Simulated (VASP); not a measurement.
# Si3Ge (P6/mmm) in VASP: notebook, part 2 of 2

VASP 6.6.1. Earlier steps stand in the parts before.

### 5 Single point, PBE0(alpha)

Contents of POSCAR:

```
Si3Ge
1.0
    2.7150000000      0.0000000000      0.0000000000
   -1.3575000000      2.3512600000      0.0000000000
    0.0000000000      0.0000000000     10.1106100000
Si Ge
3 1
Direct
    0.0000000000      0.0000000000      0.5000000000
    0.0000000000      0.0000000000      0.7435600000
    0.0000000000      0.0000000000      0.2564400000
    0.0000000000      0.0000000000      0.0000000000
```

Contents of INCAR.step1:

```
PREC = Accurate
ENCUT = 520
EDIFF = 1E-5
ISMEAR = -1
SIGMA = 0.05
LREAL = False
LASPH = True
NELM = 60
ALGO = Normal
ISIF = 2
LWAVE = True
LCHARG = False
GGA = PE
```

Contents of INCAR.step2:

```
PREC = Accurate
ENCUT = 520
EDIFF = 1E-6
ISMEAR = -1
SIGMA = 0.05
LREAL = False
LASPH = True
NELM = 60
ALGO = Normal
ISIF = 2
LWAVE = False
LCHARG = False
GGA = PE
LHFCALC = True
AEXX = 0.2
PRECFOCK = Fast
HFRCUT = -1
ISTART = 1
```

Contents of KPOINTS:

```
Automatic mesh
0
Gamma
  6 6 2
```

Potentials or basis: VASP PAW PBE potentials, release 64 (Si, Ge_d).

Run with:

```console
$ cat potpaw_PBE.64/Si/POTCAR potpaw_PBE.64/Ge_d/POTCAR > POTCAR
$ cp INCAR.step1 INCAR
$ mpirun -np 1 vasp_std > vasp.out
$ cp INCAR.step2 INCAR
$ mpirun -np 1 vasp_std > vasp.out
```

OUTCAR:

```text
PREC = Accurate
   ENCUT = 520
   EDIFF = 1E-6
   ISMEAR = -1
   LREAL = False
   LASPH = True
   NELM = 60
   ISIF = 2
   GGA = PE
   LHFCALC = True
   AEXX = 0.2
   PRECFOCK = Fast
   ISTART = 1

 ion  position               nearest neighbor table
   1  0.000  0.000  0.500-   2 2.46   3 2.46
   2  0.000  0.000  0.744-   1 2.46   4 2.59
   3  0.000  0.000  0.256-   1 2.46   4 2.59
   4  0.000  0.000  0.000-   2 2.59   3 2.59

  LATTYP: Found a hexagonal cell.
 ALAT       =     2.7150000000
 C/A-ratio  =     3.7239815838

  Lattice vectors:

 A1 = (   2.7150000000,   0.0000000000,   0.0000000000)
 A2 = (  -1.3575000000,   2.3512600000,   0.0000000000)
 A3 = (   0.0000000000,   0.0000000000,  10.1106100000)

Analysis of symmetry for initial positions (statically):
=====================================================================
 Subroutine PRICEL returns:
 Original cell was already a primitive cell.

 Routine SETGRP: Setting up the symmetry group for a
 hexagonal supercell.

 Subroutine GETGRP returns: Found 24 space group operations
 (whereof 24 operations were pure point group operations)
 out of a pool of 24 trial point group operations.

The static configuration has the point symmetry D_6h.

Analysis of symmetry for dynamics (positions and initial velocities):
=====================================================================
 Subroutine PRICEL returns:
 Original cell was already a primitive cell.

 Routine SETGRP: Setting up the symmetry group for a
 hexagonal supercell.

 Subroutine GETGRP returns: Found 24 space group operations
 (whereof 24 operations were pure point group operations)
[... 118 lines left out ...]
  Thomas-Fermi vector in A             =   2.344655
   LORBIT       =      0    0 simple, 1 ext, 2 COOP (PROOUT), +10 PAW based schemes
   GGA     = PE    functional components
   LHFCALC =     T    Hartree Fock is set to
   PRECFOCK=fast      Normal, Fast or Accurate (Low or Medium for compatibility)
   ENCUT4O =  -1.0   cutoff for four orbital integrals eV
   NKREDX  =     1    reduce k-point grid by
   NKREDY  =     1    reduce k-point grid by
   NKREDZ  =     1    reduce k-point grid by
   AEXX    =    0.2000 exact exchange contribution
   HFSCREEN=    0.0000 screening length (either q_TF or 0.3 A-1)
   HFSCREENC=   0.0000 screening length for correlation (either q_TF or 0.3 A-1)
   ENCUTFOCK=  -1.0 apply spherical cutoff to Coloumb kernel
   IVDW    =     0    specifies the selected vdW correction
   LEPSILON=     F    determine dielectric tensor
   LRPA    =     F    only Hartree local field effects (RPA)
 non-spin polarized calculation
  energy-cutoff  :      520.00
  volume of cell :       64.54
 maximum number of plane-waves:      1761
  NGX = 12; NGY = 12; NGZ = 48

 number of electron      25.9999986 magnetization

 Free energy of the ion-electron system (eV)
  ---------------------------------------------------
  ext. energy  EPLUGINS =         0.00000000
  ---------------------------------------------------
  free energy    TOTEN  =       -22.97832844 eV

  energy without entropy =      -22.96468803  energy(sigma->0) =      -22.97150823

 E-fermi :   8.8614     XC(G=0):  -9.1581

 val. band max:        8.8335158407   @ k =   0.3333   0.1667   0.5000
 cond. band min:       9.0440919055   @ k =   0.1667   0.1667   0.0000
 fundamental gap:      0.2105760648
 Fermi energy:         8.8613582843

 k-point     1 :       0.0000    0.0000    0.0000
  band No.  band energies     occupation
      1     -19.5101      2.00000
      2     -19.5101      2.00000
      3     -19.4903      2.00000
      4     -19.3314      2.00000
      5     -19.3314      2.00000
      6      -6.9384      2.00000
[... 257 lines left out ...]
      4     -19.4071      2.00000
      5     -19.3502      2.00000
      6       1.4267      2.00000
[... 9 lines left out ...]
     16       6.6063      2.00000
     17       6.6063      2.00000

------------------------ aborting loop because EDIFF is reached ----------------------------------------

  FORCE on cell =-STRESS in cart. coord.  units (eV):
  Direction    XX          YY          ZZ          XY          YZ          ZX
  --------------------------------------------------------------------------------------
  -------------------------------------------------------------------------------------
  Total       -2.8544328     -2.8544353      1.2087620      0.0000000     -0.0000000      0.0000000
  in kB      -70.8569664    -70.8570284     30.0056839      0.0000000     -0.0000000      0.0000000
  external PRESSURE =     -37.2361036 kB  Pullay stress =       0.0000000 kB

 VOLUME and BASIS-vectors are now :
 -----------------------------------------------------------------------------
  energy-cutoff  :      520.00
  volume of cell :       64.54
      direct lattice vectors                 reciprocal lattice vectors
     2.715000000  0.000000000  0.000000000     0.368324125  0.212651940  0.000000000
    -1.357500000  2.351260000  0.000000000     0.000000000  0.425303880  0.000000000
     0.000000000  0.000000000 10.110610000     0.000000000  0.000000000  0.098906001

 POSITION                                       TOTAL-FORCE (eV/Angst)
 -----------------------------------------------------------------------------------
      0.00000      0.00000      5.05530        -0.000000      0.000000      0.000000
      0.00000      0.00000      7.51785        -0.000000      0.000000     -0.369328
      0.00000      0.00000      2.59276         0.000000     -0.000000      0.369328
      0.00000      0.00000      0.00000         0.000000      0.000000      0.000000
 -----------------------------------------------------------------------------------
    total drift:                                0.000000     -0.000001      0.000000

  FREE ENERGIE OF THE ION-ELECTRON SYSTEM (eV)
  ---------------------------------------------------
  free  energy   TOTEN  =       -22.9783284357 eV

  energy  without entropy=      -22.9646880313  energy(sigma->0) =      -22.97150823
```

OUTCAR.step1:

```text
PREC = Accurate
   ENCUT = 520
   EDIFF = 1E-5
   ISMEAR = -1
   LREAL = False
   LASPH = True
[... 496 lines left out ...]
      0.00000      0.00000      7.51785        -0.000000     -0.000000     -0.214240
      0.00000      0.00000      2.59276         0.000000      0.000000      0.214240
      0.00000      0.00000      0.00000         0.000000      0.000000      0.000000
 -----------------------------------------------------------------------------------
    total drift:                               -0.000000      0.000000     -0.000000

  FREE ENERGIE OF THE ION-ELECTRON SYSTEM (eV)
  ---------------------------------------------------
  free  energy   TOTEN  =       -19.1330517926 eV

  energy  without entropy=      -19.1002232225  energy(sigma->0) =      -19.11663751
```

OSZICAR.step1:

```text
N       E                     dE             d eps       ncg     rms          rms(c)
DAV:   1     0.131422505472E+03    0.13142E+03   -0.12570E+04   518   0.266E+03
DAV:   2    -0.416971708901E+01   -0.13559E+03   -0.13263E+03   508   0.501E+02
DAV:   3    -0.187667246207E+02   -0.14597E+02   -0.14273E+02   658   0.106E+02
DAV:   4    -0.191900706484E+02   -0.42335E+00   -0.40692E+00   617   0.169E+01
DAV:   5    -0.192081055971E+02   -0.18035E-01   -0.17643E-01   685   0.288E+00    0.485E+00
DAV:   6    -0.191531123543E+02    0.54993E-01   -0.60262E-01   711   0.501E+00    0.284E+00
DAV:   7    -0.191407616903E+02    0.12351E-01   -0.21700E-01   718   0.213E+00    0.140E+00
DAV:   8    -0.191322253197E+02    0.85364E-02   -0.68532E-02   685   0.143E+00    0.265E-01
DAV:   9    -0.191329577614E+02   -0.73244E-03   -0.91087E-03   610   0.469E-01    0.233E-01
DAV:  10    -0.191330108106E+02   -0.53049E-04   -0.89070E-04   661   0.136E-01    0.156E-01
DAV:  11    -0.191330518755E+02   -0.41065E-04   -0.28537E-04   566   0.885E-02    0.207E-02
DAV:  12    -0.191330517926E+02    0.82891E-07   -0.21320E-05   405   0.198E-02
   1 F= -.19133052E+02 E0= -.19116638E+02  d E =-.328286E-01
```

Wall time 20 min (1 thread of Intel Xeon Platinum 8259CL at 2.50GHz (Skylake/Cascade Lake), shared host); peak memory 0.19 GiB.

What came out:

- Free energy: -22.9783 eV
- Pressure: -3.7 GPa
- Largest force: 0.369 eV/Å

Forces in eV/Å, atoms in the order of the input:
```
Si   0.000  0.000  0.000
Si   0.000  0.000 -0.369
Si   0.000  0.000  0.369
Ge   0.000  0.000  0.000
```

Stress tensor (GPa, compression positive):
```
-7.09  0.00  0.00
 0.00 -7.09  0.00
 0.00  0.00  3.00
```

Levels at points of the mesh, in eV from the Fermi level:
```tsv
k point	band 9	band 10	band 11	band 12	band 13	band 14	band 15	band 16	band 17
(0.00, 0.00, 0.00)	-10.63	-8.23	-1.74	-1.55	8.29	8.71	9.99	9.99	11.15
(0.50, 0.00, 0.00)	-7.54	-6.48	-6.23	-3.67	-3.10	-3.05	2.20	4.24	4.39
(0.00, 0.00, 0.50)	-12.10	-5.81	-5.66	3.18	3.91	10.14	10.14	10.55	10.55
(0.50, 0.00, 0.50)	-7.39	-6.16	-5.55	-5.00	-4.56	0.29	0.84	3.63	4.37
```

Caveat: the k mesh is coarse (spacing up to 0.45 Å⁻¹), so the values aren't converged, least of all with exact exchange; the bands computed are all filled at some k points, so no gap is given; the PAW data sets were made with another functional, which shifts forces and pressure a little.

### 6 Single point, PBE0(alpha)

POSCAR is that of step 5.

INCAR.step1 is that of step 5.

INCAR.step2: that of step 5 with these lines changed.

```diff
@@ -14,3 +14,3 @@
 LHFCALC = True
-AEXX = 0.2
+AEXX = 0.25
 PRECFOCK = Fast
```

KPOINTS is that of step 5.

Potentials or basis: VASP PAW PBE potentials, release 64 (Si, Ge_d).

Run with:

```console
$ cat potpaw_PBE.64/Si/POTCAR potpaw_PBE.64/Ge_d/POTCAR > POTCAR
$ cp INCAR.step1 INCAR
$ mpirun -np 1 vasp_std > vasp.out
$ cp INCAR.step2 INCAR
$ mpirun -np 1 vasp_std > vasp.out
```

OUTCAR:

```text
PREC = Accurate
   ENCUT = 520
   EDIFF = 1E-6
   ISMEAR = -1
   LREAL = False
   LASPH = True
   NELM = 60
   ISIF = 2
   GGA = PE
   LHFCALC = True
   AEXX = 0.25
   PRECFOCK = Fast
   ISTART = 1

 ion  position               nearest neighbor table
   1  0.000  0.000  0.500-   2 2.46   3 2.46
   2  0.000  0.000  0.744-   1 2.46   4 2.59
   3  0.000  0.000  0.256-   1 2.46   4 2.59
   4  0.000  0.000  0.000-   2 2.59   3 2.59

  LATTYP: Found a hexagonal cell.
 ALAT       =     2.7150000000
 C/A-ratio  =     3.7239815838

  Lattice vectors:

 A1 = (   2.7150000000,   0.0000000000,   0.0000000000)
 A2 = (  -1.3575000000,   2.3512600000,   0.0000000000)
 A3 = (   0.0000000000,   0.0000000000,  10.1106100000)

Analysis of symmetry for initial positions (statically):
=====================================================================
 Subroutine PRICEL returns:
 Original cell was already a primitive cell.

 Routine SETGRP: Setting up the symmetry group for a
 hexagonal supercell.

 Subroutine GETGRP returns: Found 24 space group operations
 (whereof 24 operations were pure point group operations)
 out of a pool of 24 trial point group operations.

The static configuration has the point symmetry D_6h.

Analysis of symmetry for dynamics (positions and initial velocities):
=====================================================================
 Subroutine PRICEL returns:
 Original cell was already a primitive cell.

 Routine SETGRP: Setting up the symmetry group for a
 hexagonal supercell.

 Subroutine GETGRP returns: Found 24 space group operations
 (whereof 24 operations were pure point group operations)
 out of a pool of 24 trial point group operations.
[... 117 lines left out ...]
  Thomas-Fermi vector in A             =   2.344655
   LORBIT       =      0    0 simple, 1 ext, 2 COOP (PROOUT), +10 PAW based schemes
   GGA     = PE    functional components
   LHFCALC =     T    Hartree Fock is set to
   PRECFOCK=fast      Normal, Fast or Accurate (Low or Medium for compatibility)
   ENCUT4O =  -1.0   cutoff for four orbital integrals eV
   NKREDX  =     1    reduce k-point grid by
   NKREDY  =     1    reduce k-point grid by
   NKREDZ  =     1    reduce k-point grid by
   AEXX    =    0.2500 exact exchange contribution
   HFSCREEN=    0.0000 screening length (either q_TF or 0.3 A-1)
   HFSCREENC=   0.0000 screening length for correlation (either q_TF or 0.3 A-1)
   ENCUTFOCK=  -1.0 apply spherical cutoff to Coloumb kernel
   IVDW    =     0    specifies the selected vdW correction
   LEPSILON=     F    determine dielectric tensor
   LRPA    =     F    only Hartree local field effects (RPA)
 non-spin polarized calculation
  energy-cutoff  :      520.00
  volume of cell :       64.54
 maximum number of plane-waves:      1761
  NGX = 12; NGY = 12; NGZ = 48

 number of electron      25.9999986 magnetization

 Free energy of the ion-electron system (eV)
  ---------------------------------------------------
  ext. energy  EPLUGINS =         0.00000000
  ---------------------------------------------------
  free energy    TOTEN  =       -23.96316482 eV

  energy without entropy =      -23.95158482  energy(sigma->0) =      -23.95737482

 E-fermi :   8.8509     XC(G=0):  -8.6902

 val. band max:        8.8180220619   @ k =   0.3333   0.1667   0.5000
 cond. band min:       9.0894020680   @ k =   0.1667   0.1667   0.0000
 fundamental gap:      0.2713800061
 Fermi energy:         8.8509204053

 k-point     1 :       0.0000    0.0000    0.0000
  band No.  band energies     occupation
      1     -20.2971      2.00000
      2     -20.2971      2.00000
      3     -20.2763      2.00000
      4     -20.1172      2.00000
      5     -20.1172      2.00000
      6      -7.3585      2.00000
[... 257 lines left out ...]
      4     -20.1926      2.00000
      5     -20.1369      2.00000
      6       1.1941      2.00000
[... 9 lines left out ...]
     16       6.4827      2.00000
     17       6.4827      2.00000

------------------------ aborting loop because EDIFF is reached ----------------------------------------

  FORCE on cell =-STRESS in cart. coord.  units (eV):
  Direction    XX          YY          ZZ          XY          YZ          ZX
  --------------------------------------------------------------------------------------
  -------------------------------------------------------------------------------------
  Total       -3.1282267     -3.1282294      0.8290582      0.0000000      0.0000000      0.0000000
  in kB      -77.6534852    -77.6535531     20.5801136      0.0000000      0.0000000      0.0000000
  external PRESSURE =     -44.9089749 kB  Pullay stress =       0.0000000 kB

 VOLUME and BASIS-vectors are now :
 -----------------------------------------------------------------------------
  energy-cutoff  :      520.00
  volume of cell :       64.54
      direct lattice vectors                 reciprocal lattice vectors
     2.715000000  0.000000000  0.000000000     0.368324125  0.212651940  0.000000000
    -1.357500000  2.351260000  0.000000000     0.000000000  0.425303880  0.000000000
     0.000000000  0.000000000 10.110610000     0.000000000  0.000000000  0.098906001

 POSITION                                       TOTAL-FORCE (eV/Angst)
 -----------------------------------------------------------------------------------
      0.00000      0.00000      5.05530         0.000000      0.000000      0.000000
      0.00000      0.00000      7.51785        -0.000000      0.000000     -0.384804
      0.00000      0.00000      2.59276        -0.000000     -0.000000      0.384804
      0.00000      0.00000      0.00000         0.000000      0.000000      0.000000
 -----------------------------------------------------------------------------------
    total drift:                                0.000001      0.000001      0.000000

  FREE ENERGIE OF THE ION-ELECTRON SYSTEM (eV)
  ---------------------------------------------------
  free  energy   TOTEN  =       -23.9631648160 eV

  energy  without entropy=      -23.9515848178  energy(sigma->0) =      -23.95737482
```

OSZICAR.step1:

```text
N       E                     dE             d eps       ncg     rms          rms(c)
DAV:   1     0.131422505472E+03    0.13142E+03   -0.12570E+04   518   0.266E+03
DAV:   2    -0.416971708901E+01   -0.13559E+03   -0.13263E+03   508   0.501E+02
DAV:   3    -0.187667246207E+02   -0.14597E+02   -0.14273E+02   658   0.106E+02
DAV:   4    -0.191900706484E+02   -0.42335E+00   -0.40692E+00   617   0.169E+01
DAV:   5    -0.192081055971E+02   -0.18035E-01   -0.17643E-01   685   0.288E+00    0.485E+00
DAV:   6    -0.191531123543E+02    0.54993E-01   -0.60262E-01   711   0.501E+00    0.284E+00
DAV:   7    -0.191407616903E+02    0.12351E-01   -0.21700E-01   718   0.213E+00    0.140E+00
DAV:   8    -0.191322253197E+02    0.85364E-02   -0.68532E-02   685   0.143E+00    0.265E-01
DAV:   9    -0.191329577614E+02   -0.73244E-03   -0.91087E-03   610   0.469E-01    0.233E-01
DAV:  10    -0.191330108106E+02   -0.53049E-04   -0.89070E-04   661   0.136E-01    0.156E-01
DAV:  11    -0.191330518755E+02   -0.41065E-04   -0.28537E-04   566   0.885E-02    0.207E-02
DAV:  12    -0.191330517926E+02    0.82891E-07   -0.21320E-05   405   0.198E-02
   1 F= -.19133052E+02 E0= -.19116638E+02  d E =-.328286E-01
```

It took 18 min on 1 thread of Intel Xeon Platinum 8259CL at 2.50GHz (Skylake/Cascade Lake), shared host; peak memory 0.19 GiB.

Results:

| Quantity | Value |
| --- | --- |
| Free energy | -23.9632 eV |
| Pressure | -4.5 GPa |
| Largest force | 0.385 eV/Å |

Forces on the atoms (eV/Å):
```
Si   0.000  0.000  0.000
Si   0.000  0.000 -0.385
Si   0.000  0.000  0.385
Ge   0.000  0.000  0.000
```

Caveat: the k mesh is coarse (spacing up to 0.45 Å⁻¹), so the values aren't converged, least of all with exact exchange; the bands computed are all filled at some k points, so no gap is given; the PAW data sets were made with another functional, which shifts forces and pressure a little.

### 7 For comparison

An earlier run on the cell as given: functional PBE; potentials or basis VASP PAW PBE potentials, release 64 (Si, Ge_d); cutoff 520 eV; k mesh 11 × 11 × 3; occupations fermi-dirac, width 0.05 eV; no spin polarisation.

- Pressure: 0.4 GPa
- Largest force: 0.012 eV/Å
- Band gap on the k mesh: none (metal or under the smearing width)

### 8 The runs side by side

```tsv
level	k mesh	share of exact exchange	grid for exact exchange (PRECFOCK)	exchange at q = 0	mesh quality	pressure (GPa)	largest force (eV/Å)
PBE0(alpha)	6 × 6 × 2	0.05	Fast	truncated	coarse	-0.9	0.22
PBE0(alpha)	6 × 6 × 2	0.1	Fast	truncated	coarse	-1.6	0.23
PBE0(alpha)	6 × 6 × 2	0.15	Fast	truncated	coarse	-2.7	0.31
PBE0(alpha)	6 × 6 × 2	0.2	Fast	truncated	coarse	-3.7	0.37
PBE0(alpha)	6 × 6 × 2	0.25	Fast	truncated	coarse	-4.5	0.38
PBE	11 × 11 × 3	-	-	-	not flagged	0.4	0.01
```

Alike in all rows: task single point; potentials or basis VASP PAW PBE potentials, release 64 (Si, Ge_d); no spin polarisation; cell as given; cutoff (eV) 520; smearing fermi-dirac 0.05 eV.

Caveats: some runs use coarse meshes; the bands computed are all filled at some k points, so no gap is given (some runs); the PAW data sets were made with another functional, which shifts forces and pressure a little (some runs).

Absolute energies hang on the potentials; compare differences alone.
